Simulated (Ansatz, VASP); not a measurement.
# Two plane-wave programs on Zn5Cd2Te

```xyz
8
Lattice="4.7322 0.0000 0.0000 -2.3661 4.0982 0.0000 0.0000 0.0000 9.1531" Properties=species:S:1:pos:R:3 pbc="T T T"
Zn    1.5742    2.8079    3.3830
Zn   -0.7215    1.3309    3.3830
Zn    1.5134   -0.0406    3.3830
Zn    0.0000    0.0000    6.6372
Zn    2.3661    1.3661    1.1379
Cd    2.3661    1.3661    6.0244
Cd    0.0000    2.7321    6.0223
Te    0.0000    0.0000    0.3260
```

Alike in both runs: functional PBE; k mesh 4 × 4 × 2; occupations gaussian, width 0.2 eV; no spin polarisation.

Ansatz relaxed the structure, and its values are those at the end. VASP's run is a single point on that final structure, the one shown.

```csv
,VASP,Ansatz
version,VASP 6.6.1,Ansatz 0.2.0
potentials or method,"VASP PAW PBE potentials, release 64 (Zn, Cd, Te)","scalar-relativistic, plane waves, PAW"
plane-wave cutoff (eV),520,420
valence electrons in the cell,90,116
```

VASP gave:

```
gap on the k mesh at the Fermi level (eV) : none
pressure (GPa)                            : 0.3
rms of the force components (eV/Å)        : 0.005
```

Task: Estimate Ansatz's values.

Result: gap on the k mesh at the Fermi level (eV): none; pressure (GPa): 0.1; rms of the force components (eV/Å): 0.005.

A gap of «none» marks a metal or a gap that the smearing closes. The two sets of potentials don't hold the same shells in valence.

Caveats: the k mesh is coarse (spacing up to 0.38 Å⁻¹), so the values aren't converged. The runs have no spin-orbit coupling, so splittings on Te are missing.
